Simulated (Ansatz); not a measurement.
**InSe: a line through a two-coordinate scan**

Aim: follow the energy of InSe (C2/m, No. 12; 4 atoms in the cell) along one coordinate, amplitude of mode 4 (62 cm⁻¹), with the other held at amplitude of mode 10 (159 cm⁻¹) = −0.081 Å.

Program: Ansatz 0.2.0. Level of theory: DFT PBE, scalar-relativistic, plane waves, PAW. These are calculated values, not measurements.

4 further runs of the same task are left out: 1 that didn't finish, 3 set aside as unsound or not needed. Runs told in other sessions of the task aren't counted.

## 1. Starting point

The structure is monoclinic, space group C2/m (No. 12). Conventional cell: a = 11.487 Å, b = 4.125 Å, c = 5.708 Å, α = 90.00°, β = 108.24°, γ = 90.00°. In (site symmetry m) is surrounded by 3 Se at 2.69 to 2.72 Å and 1 In at 2.83 Å. Around Se (site symmetry m) lie 3 In at 2.69 to 2.72 Å.

Coordinates:

```xyz
4
Lattice="5.7419 -2.0624 -0.1306 5.7419 2.0624 -0.1306 -1.6623 0.0000 5.4604" Properties=species:S:1:pos:R:3 pbc="T T T"
In   10.1078    0.0000    0.0591
In   -0.2864    0.0000    5.1400
Se    6.4963    0.0000    3.6220
Se    3.3251    0.0000    1.5771
```

It is the result of an earlier relaxation at this level (volume 32.11 Å³/atom; gap on the mesh: 1.08 eV).

## 2. Plan of the line

The energy is mapped over two normal modes frozen in (zone-centre modes of the cell shown).

First coordinate, amplitude of mode 4 (62 cm⁻¹), largest displacement: 7 values from −0.162 Å. Second coordinate, amplitude of mode 10 (159 cm⁻¹), largest displacement: 7 values from −0.121 Å.

Nothing else is relaxed (the cell and all other modes fixed). Energies count from the relaxed high-symmetry cell. Points are written as (first, second).

The modes come from a phonon run on the reference cell, made beforehand.

Displacement patterns for an amplitude of 1 (Å):

```
atom      x1     y1      z1     x2      y2     z2
 In1   0.105  0.000   0.994  0.000   0.519  0.000
 In2  -0.105  0.000  -0.994  0.000  -0.519  0.000
 Se3   0.753  0.000  -0.183  0.000   1.000  0.000
 Se4  -0.753  0.000   0.183  0.000  -1.000  0.000
```

## 3. The run at (−0.162 Å, −0.081 Å)

Input file input.yaml:

```yaml
crystal:
  lattice:
    - [5.7418854575, -2.0623790766, -0.1306417848]
    - [5.7418854575, 2.0623790766, -0.1306417848]
    - [-1.6623467844, 0.0, 5.4603689881]
  atoms:
    - { symbol: In, position: [0.8922623082, 0.8719485191, 0.0235225039] }
    - { symbol: In, position: [0.1077376918, 0.1280514809, 0.9764774961] }
    - { symbol: Se, position: [0.6759828974, 0.6368533305, 0.700151905] }
    - { symbol: Se, position: [0.3240171026, 0.3631466695, 0.299848095] }
basis:
  ecutwfc: 420
kpoints:
  mp_grid: { grid: [8, 8, 6] }
hamiltonian:
  xc: pbe
  pseudopotentials: { kind: paw, azcp: { folder: soft_1 } }
scf:
  occupations: { method: gaussian, width: 0.05 }
output:
  forces: true
  stress: true
  eigenvalues: true
```

Launch:

```bash
ansatz run input.yaml --threads 2 --pin off --max-ram 4096MiB --backend cpu --events-out ev --progress --plain --runs-dir out
```

The session goes on with these runs: the other points of the line.

Before running it: what results should come out? Wanted: for each run, amplitude of mode 4; energy; slope; pressure; largest force on an atom.

**Answer**, as computed:

```
amplitude of mode 4 (62 cm⁻¹), largest displacement (Å)  step  energy (meV)  slope (meV per Å)  pressure (GPa)  band gap on the k-mesh (eV)  largest force on an atom (eV/Å)
                                                 −0.162     3           117               −635            0.70                         1.09                            0.575
                                                 −0.108     4            88               −421            0.62                         1.10                            0.588
                                                 −0.054     5            71               −200            0.48                         1.09                            0.599
                                                  0.000     6            67                 32            0.31                         1.06                            0.608
                                                  0.054     7            75                277            0.10                         1.01                            0.615
                                                  0.108     8            97                537           −0.14                         0.95                            0.622
                                                  0.162     9           133                812           −0.41                         0.87                            0.629
```

Energies count from the relaxed high-symmetry cell. Slopes come from the forces (and the stress, where the cell changes), not from differences of energies.

What this shows: Of the points computed the energy is lowest at 0.000 Å, 67 meV from the zero. A fit to energies and slopes at the lowest point and its two neighbours puts the minimum at −0.0073 Å, with a curvature of about 4400 meV per Å². The well is lopsided: two grid steps out, the energy rises by 21 meV towards smaller values and 30 meV towards larger ones. The highest point computed, at 0.162 Å, lies 67 meV above the lowest. This is one cut through a surface in two coordinates; the map's lowest point lies off it. With the other coordinates free, the energies away from the reference would be the same or lower.

These are semilocal Kohn-Sham gaps, which aren't the measured quantity. Such gaps usually fall short of the measured ones. Spin-orbit coupling is left out, though the cell holds In; it can move the gap. The cell is layered and no dispersion term is used, so the spacing and stiffness across the layers are uncertain.
